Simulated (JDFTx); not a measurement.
**AgBr under changes of volume**

One of the cells (23.644 Å³/atom); the others are scaled copies at fixed shape and fractional positions:

```
Ag Br
1.0
     0.00000    2.87015    2.87015
     2.87015    0.00000    2.87015
     2.87015    2.87015    0.00000
Ag Br
1 1
Direct
  0.00000 0.00000 0.00000
  0.50000 0.50000 0.50000
```

```yaml
Program: JDFTx 1.7.0 (patched build)
Functional: LDA
Potentials_or_basis: PseudoDojo-SR-LDA-0.4.1-standard
Cutoff: 1170 eV
Density_cutoff: 9361 eV
k_mesh: 8 × 8 × 8
Occupations: fermi-dirac, width 0.05 eV
Spin: no spin polarisation
```

```csv
volume (Å³/atom),energy over the lowest point (meV/atom),pressure (GPa),gap on the mesh (eV)
22.225,0.00,-1.3,0.38
22.698,5.46,-2.4,0.37
23.171,14.03,-3.4,0.37
23.644,25.29,-4.2,0.38
24.116,?,?,?
24.589,54.56,-5.6,0.38
25.062,71.97,-6.2,0.39
```

Problem. What does the run at 24.116 Å³/atom give?

Solution. Energy over the lowest point 38.91 meV/atom; pressure -5.0 GPa; gap on the mesh 0.38 eV.

Worked out: A Birch-Murnaghan fit of order 3 (a polynomial in V^(-2/3)) to the other rows has its minimum at 21.76 Å³/atom, just outside them, with B0 = V·E''(V) = 64 GPa and B' = 5.3. It gives 38.89 meV/atom at 24.116 Å³/atom, against the run's 38.91, and -dE/dV = -5.0 GPa, against -5.0. A parabola through the other rows of the gap, of slope 0.217 eV per unit of ln V there, gives 0.38 eV, against the run's 0.38.

Energies are extrapolated to zero smearing.

A mesh can miss the band edges. Spin-orbit coupling on Ag, Br is left out.
